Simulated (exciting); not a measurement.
# MgS (F-43m) in exciting: a series of runs, part 2 of 2

exciting (release sodium). The steps go on from the part before.

### 3 Single point, LDA

The input, input.xml:

```xml
<input>
  <title>MgS</title>
  <structure speciespath="./" tshift="false">
    <crystal scale="1">
      <basevect>0.000000000000 5.353820966639 5.353820966639</basevect>
      <basevect>5.353820966639 0.000000000000 5.353820966639</basevect>
      <basevect>5.353820966639 5.353820966639 0.000000000000</basevect>
    </crystal>
    <species speciesfile="S.xml" rmt="1.9">
      <atom coord="0.250000000000 0.250000000000 0.250000000000"/>
    </species>
    <species speciesfile="Mg.xml" rmt="2">
      <atom coord="0.000000000000 0.000000000000 0.000000000000"/>
    </species>
  </structure>
  <groundstate do="fromscratch" ngridk="8 8 8" rgkmax="7.5" gmaxvr="14" lmaxapw="10" lmaxmat="10" lmaxvr="8" xctype="LDA_PW" stype="Gaussian" swidth="0.00073499" nempty="10" ValenceRelativity="iora*" epsengy="1e-05" epspot="1e-05" maxscl="60" tforce="true" outputlevel="normal"/>
</input>
```

Potentials or basis: all-electron LAPW+lo, shipped species files, valence relativity iora*.

Run with:

```bash
$ OMP_NUM_THREADS=1 exciting_smp
```

INFO.OUT:

```text
================================================================================
EXCITING SODIUM started
[... 10 lines left out ...]

 Lattice vectors (cartesian) :
      0.0000000000      5.3538209666      5.3538209666
      5.3538209666      0.0000000000      5.3538209666
      5.3538209666      5.3538209666      0.0000000000

 Reciprocal lattice vectors (cartesian) :
     -0.5867944919      0.5867944919      0.5867944919
      0.5867944919     -0.5867944919      0.5867944919
      0.5867944919      0.5867944919     -0.5867944919

 Unit cell volume                           :     306.9174124705
 Brillouin zone volume                      :       0.8081985686

 Species :    1 (S)
     parameters loaded from                 :    S.xml
     name                                   :    sulphur
     nuclear charge                         :     -16.00000000
     electronic charge                      :      16.00000000
     atomic mass                            :   58452.74216000
     muffin-tin radius                      :       1.90000000
     # of radial points in muffin-tin       :     300

     atomic positions (lattice) :
       1 :   0.25000000  0.25000000  0.25000000

 Species :    2 (Mg)
     parameters loaded from                 :    Mg.xml
     name                                   :    magnesium
     nuclear charge                         :     -12.00000000
     electronic charge                      :      12.00000000
     atomic mass                            :   44305.30463000
     muffin-tin radius                      :       2.00000000
     # of radial points in muffin-tin       :     300

     atomic positions (lattice) :
       1 :   0.00000000  0.00000000  0.00000000

 Total number of atoms per unit cell        :       2

 Spin treatment                             :    spin-unpolarised

 Number of Bravais lattice symmetries       :      48
 Number of crystal symmetries               :      24

 k-point grid                               :       8    8    8
 Total number of k-points                   :      43
 k-point set is reduced with crystal symmetries

 R^MT_min * |G+k|_max (rgkmax)              :       7.50000000
 Species with R^MT_min                      :       1 (S)
 Maximum |G+k| for APW functions            :       3.94736842
 Maximum |G| for potential and density      :      14.00000000

 G-vector grid sizes                        :      36    36    36
 Total number of G-vectors                  :   14211

 Maximum angular momentum used for
     APW functions                          :      10
     computing H and O matrix elements      :      10
     potential and density                  :       8
     inner part of muffin-tin               :       2

 Total nuclear charge                       :     -28.00000000
 Total electronic charge                    :      28.00000000
 Total core charge                          :      12.00000000
 Total valence charge                       :      16.00000000

 Number of empty states                     :      10
 Total number of valence states             :      19

 Maximum Hamiltonian size                   :     344
 Maximum number of plane-waves              :     332
 Total number of local-orbitals             :      12

 Exchange-correlation type                  :       3
     Perdew-Wang, Phys. Rev. B 45, 13244 (1992)

 Smearing scheme                            :    Gaussian
 Smearing width                             :       0.00073499

 Using multisecant Broyden potential mixing
[... 16 lines left out ...]
+ SCF iteration number :    1                                                  +
++++++++++++++++++++++++++++++++++++++++++++++++++++++++++++++++++++++++++++++++
 Total energy                               :      -599.78631517
 _______________________________________________________________
 Fermi energy                               :         0.07957753
 Kinetic energy                             :       597.66553614
 Coulomb energy                             :     -1157.27482023
 Exchange energy                            :       -38.01873041
 Correlation energy                         :        -2.15830068

 DOS at Fermi energy (states/Ha/cell)       :         0.00000000

 Electron charges :
     core                                   :        12.00000000
     core leakage                           :         0.00052257
     valence                                :        16.00000000
     interstitial                           :         3.85507145
     charge in muffin-tin spheres :
                  atom     1     S          :        13.88167810
                  atom     2    Mg          :        10.26325045
     total charge in muffin-tins            :        24.14492855
     total charge                           :        28.00000000
[... 348 lines left out ...]
 Electron charges :
     core                                   :        12.00000000
     core leakage                           :         0.00052814
     valence                                :        16.00000000
     interstitial                           :         4.07123673
     charge in muffin-tin spheres :
                  atom     1     S          :        13.60802597
                  atom     2    Mg          :        10.32073730
     total charge in muffin-tins            :        23.92876327
     total charge                           :        28.00000000

 Estimated fundamental gap                  :         0.11659970
        valence-band maximum at    1      0.0000  0.0000  0.0000
     conduction-band minimum at    1      0.0000  0.0000  0.0000

 RMS change in effective potential (target) :  0.143923E-09  ( 0.100000E-04)
 Absolute change in total energy   (target) :  0.162786E-06  ( 0.100000E-04)
 Charge distance                   (target) :  0.916210E-09  ( 0.100000E-04)
 Abs. change in max-nonIBS-force   (target) :   0.00000      ( 0.500000E-04)

++++++++++++++++++++++++++++++++++++++++++++++++++++++++++++++++++++++++++++++++
| Convergency criteria checked for the last 2 iterations                       +
| Convergence targets achieved. Performing final SCF iteration                 +
++++++++++++++++++++++++++++++++++++++++++++++++++++++++++++++++++++++++++++++++
 Total energy                               :      -597.62977330
 _______________________________________________________________
 Fermi energy                               :         0.10702836
 Kinetic energy                             :       598.88335327
 Coulomb energy                             :     -1156.45375550
 Exchange energy                            :       -37.90686357
 Correlation energy                         :        -2.15250750

 DOS at Fermi energy (states/Ha/cell)       :         0.00000000

 Electron charges :
     core                                   :        12.00000000
     core leakage                           :         0.00052814
     valence                                :        16.00000000
     interstitial                           :         4.07123673
     charge in muffin-tin spheres :
                  atom     1     S          :        13.60802597
                  atom     2    Mg          :        10.32073730
     total charge in muffin-tins            :        23.92876327
     total charge                           :        28.00000000

 Estimated fundamental gap                  :         0.11659970
        valence-band maximum at    1      0.0000  0.0000  0.0000
     conduction-band minimum at    1      0.0000  0.0000  0.0000

++++++++++++++++++++++++++++++++++++++++++++++++++++++++++++++++++++++++++++++++
+ Self-consistent loop stopped                                                 +
++++++++++++++++++++++++++++++++++++++++++++++++++++++++++++++++++++++++++++++++
 STATE.OUT is written

--------------------------------------------------------------------------------
- Writing atomic positions and forces                                          -
--------------------------------------------------------------------------------

 Atomic positions (lattice) :
 atom     1   S  :     0.25000000    0.25000000    0.25000000
 atom     2  Mg  :     0.00000000    0.00000000    0.00000000

 Total atomic forces including IBS (cartesian) :
 atom     1   S  :     0.00000000    0.00000000    0.00000000
 atom     2  Mg  :     0.00000000    0.00000000   -0.00000000

 Atomic force components including IBS (cartesian) :
 atom     1   S  :    -0.00000000    0.00000000    0.00000000   HF force
                 :     0.00000000    0.00000000    0.00000000   core correction
                 :    -0.00000000   -0.00000000    0.00000000   IBS correction
 atom     2  Mg  :     0.00000000   -0.00000000    0.00000000   HF force
                 :    -0.00000000   -0.00000000   -0.00000000   core correction
                 :     0.00000000    0.00000000   -0.00000000   IBS correction

********************************************************************************
* Groundstate module stopped                                                   *
********************************************************************************

================================================================================
| EXCITING SODIUM stopped                                                      =
================================================================================
```

It took 86 s on 1 thread of Arm Neoverse V1, shared host; peak memory 0.14 GiB.

What came out:

```yaml
Free_energy: -16262.3346 eV
Band_gap_on_the_k_mesh: 3.17 eV, direct
All_electrons_inside_the_program's_atomic_spheres: S 13.61; Mg 10.32 (radii S 1.9, Mg 2.0 bohr)
```

A k mesh can miss the band edges. A hybrid or GW would open this gap; LDA tends to underestimate it.
